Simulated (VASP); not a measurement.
Te: relaxation of cell and atoms with r2SCAN+rVV10

Crystal: Te.

```
Te
1.0
     4.47106    0.00000    0.00000
    -2.23553    3.87205    0.00000
     0.00000    0.00000    5.95561
Te
3
Direct
  0.26523 0.00000 0.33333
  0.00000 0.26523 0.66667
  0.73477 0.73477 0.00000
```

```json
{
 "Program": "VASP 6.6.1",
 "Task": "relaxation of cell and atoms",
 "Functional": "r2SCAN",
 "Dispersion": "rVV10",
 "Potentials or basis": "VASP PAW PBE potentials, release 64 (Te)",
 "Cutoff": "600 eV",
 "k mesh": "9 × 9 × 6",
 "Occupations": "gaussian, width 0.03 eV",
 "Spin": "no spin polarisation",
 "Further INCAR settings": "ALGO = Normal; EDIFF = 1e-07; IBRION = 2; EDIFFG = -0.005; NSW = 90; ISIF = 3"
}
```

The pressure after relaxing is 0.0 GPa, the largest force after relaxing is 0.004 eV/Å and the band gap on the k mesh is 0.31 eV, direct.

Forces on the atoms (eV/Å):
```
Te   0.004  0.000  0.000
Te  -0.002  0.004  0.000
Te  -0.002 -0.004  0.000
```

Final structure:
```yaml
crystal:
  lattice:
    - [4.47106, 0.00000, 0.00000]
    - [-2.23553, 3.87205, 0.00000]
    - [0.00000, 0.00000, 5.95561]
  atoms:
    - { symbol: Te, position: [0.26523, 0.00000, 0.33333] }
    - { symbol: Te, position: [0.00000, 0.26523, 0.66667] }
    - { symbol: Te, position: [0.73477, 0.73477, 0.00000] }
```

Levels at points of the mesh, in eV from the valence-band top:
```
           k point  band 5  band 6  band 7  band 8  band 9  band 10  band 11  band 12  band 13
(0.00, 0.00, 0.00)   -2.85   -2.85   -1.70   -1.70   -0.83     1.13     1.13     1.80     5.31
(0.00, 0.00, 0.50)   -2.77   -2.77   -1.42   -1.08   -1.08     0.60     0.75     0.75     4.41
```

It took 6.9 min on 1 thread of AMD EPYC 9R45 (Zen 5) (shared host), peak memory 0.49 GiB.

Caveat: the relaxation stopped at its first step, so nothing moved; the PAW data sets were made with another functional, which shifts forces and pressure a little; spin-orbit coupling is left out, which moves the levels of the heavy elements; an odd mesh through Γ misses points on the zone boundary, where band edges often lie. r2SCAN opens gaps a little over a GGA but as a rule still falls short of measured ones.
